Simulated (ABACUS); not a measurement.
Set up this calculation in ABACUS 3.10.1, as the native input.

```yaml
Task: band structure
Functional: SCAN
Potentials_or_basis: SG15 ONCV 1.2 PBE
Cutoff: 1279 eV
Density_cutoff: 5116 eV
Basis: plane waves
Occupations: fermi-dirac, width 0.05 eV
Spin: no spin polarisation
Radial_cutoff_of_the_potentials_pseudo_rcut: 10 bohr
Threshold_of_the_eigensolver: 1e-07 Ry
Density: read from an earlier self-consistent run
Path: G-X-W-K-G-L-U-W-L-K, U-X
Points_for_each_segment_of_the_path: 10
SCF_threshold_on_the_density: 1e-08
Max_SCF_steps: 100
Eigensolver: dav
Mixing: broyden
Mixing_share: 0.7
Symmetry_key: -1
Bands: 24
```

Crystal: GaSb.

```
Sb Ga
1.0
     0.00000    3.05900    3.05900
     3.05900    0.00000    3.05900
     3.05900    3.05900    0.00000
Sb Ga
1 1
Direct
  0.75000 0.75000 0.75000
  0.00000 0.00000 0.00000
```

One way to write it, as run:

INPUT

```
INPUT_PARAMETERS
suffix              GaSb
calculation         nscf
basis_type          pw
pseudo_dir          ./
symmetry            -1
dft_functional      scan
ecutwfc             94.0
pseudo_rcut         10
nspin               1
nbands              24
ks_solver           dav
smearing_method     fd
smearing_sigma      0.00367493
scf_thr             1e-08
scf_nmax            100
mixing_type         broyden
mixing_beta         0.7
mixing_tau          1
init_chg            file
pw_diag_thr         1e-07
out_band            1
kpar                4
```

STRU

```
ATOMIC_SPECIES
Sb 121.7600 Sb_ONCV_PBE-1.2.upf
Ga 69.7230 Ga_ONCV_PBE-1.2.upf

LATTICE_CONSTANT
8.1751050464

LATTICE_VECTORS
0.0000000000 0.7071067812 0.7071067812
0.7071067812 0.0000000000 0.7071067812
0.7071067812 0.7071067812 0.0000000000

ATOMIC_POSITIONS
Cartesian

Sb
0.0
1
1.0606601718 1.0606601718 1.0606601718 1 1 1

Ga
0.0
1
0.0000000000 0.0000000000 0.0000000000 1 1 1
```

KPT

```
K_POINTS
12
Line
0.00000000 0.00000000 0.00000000 10 // G
0.50000000 0.00000000 0.50000000 10 // X
0.50000000 0.25000000 0.75000000 10 // W
0.37500000 0.37500000 0.75000000 10 // K
0.00000000 0.00000000 0.00000000 10 // G
0.50000000 0.50000000 0.50000000 10 // L
0.62500000 0.25000000 0.62500000 10 // U
0.50000000 0.25000000 0.75000000 10 // W
0.50000000 0.50000000 0.50000000 10 // L
0.37500000 0.37500000 0.75000000 1 // K
0.62500000 0.25000000 0.62500000 10 // U
0.50000000 0.00000000 0.50000000 1 // X
```

Potentials or basis: SG15 ONCV 1.2 PBE, plane waves.

Launch:

```bash
$ OMP_NUM_THREADS=1 mpirun -np 4 abacus > log
```

It took 71 s on 4 MPI ranks on AMD EPYC 9R14 (Zen 4) (shared host), peak memory 0.68 GiB a rank.
